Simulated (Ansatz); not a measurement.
I, DFT, LDA, all-electron LAPW, scalar-relativistic (Ansatz 0.2.0), run on 1 thread of AMD EPYC 9R14 (Zen 4) on a shared host.

The structure comes from a relaxation in the same program, started in the bcc type, and has space group Im-3m. Whether it is a known phase or the ground state wasn't checked.

Command: `ansatz run input.yaml --threads 1 --pin off --max-ram 2048MiB --backend cpu --events-out ev --progress --plain --runs-dir out`

```yaml
crystal:
  lattice:
    - [-2.077410125, 2.077410125, 2.077410125]
    - [2.077410125, -2.077410125, 2.077410125]
    - [2.077410125, 2.077410125, -2.077410125]
  atoms:
    - { symbol: I, position: [0.0, 0.0, 0.0] }
kpoints:
  mp_grid: { grid: [14, 14, 14] }
  band_path:
    path:
      - [0.0, 0.0, 0.0]
      - [0.5, -0.5, 0.5]
      - [0.0, 0.0, 0.5]
      - [0.0, 0.0, 0.0]
      - [0.25, 0.25, 0.25]
      - [0.5, -0.5, 0.5]
      - [0.25, 0.25, 0.25]
      - [0.0, 0.0, 0.5]
    npoints: 5
scf:
  occupations: { method: fermi_dirac, width: 0.03 }
hamiltonian:
  xc: lda
  pseudopotentials: { kind: all_electron, lapw: { basis_error: 0.00025 } }
output:
  forces: true
  stress: true
  eigenvalues: true
```

Question: How large is the problem that the program sets up?

Answer: 104 irreducible k-points, 135 plane waves at Γ, 17 bands.

Question: About how long does it take, and how much memory does it use?

Answer: 4.7 s of wall time for 7 SCF iterations, with a peak of 0.33 GiB. Times on shared machines scatter by tens of per cent.
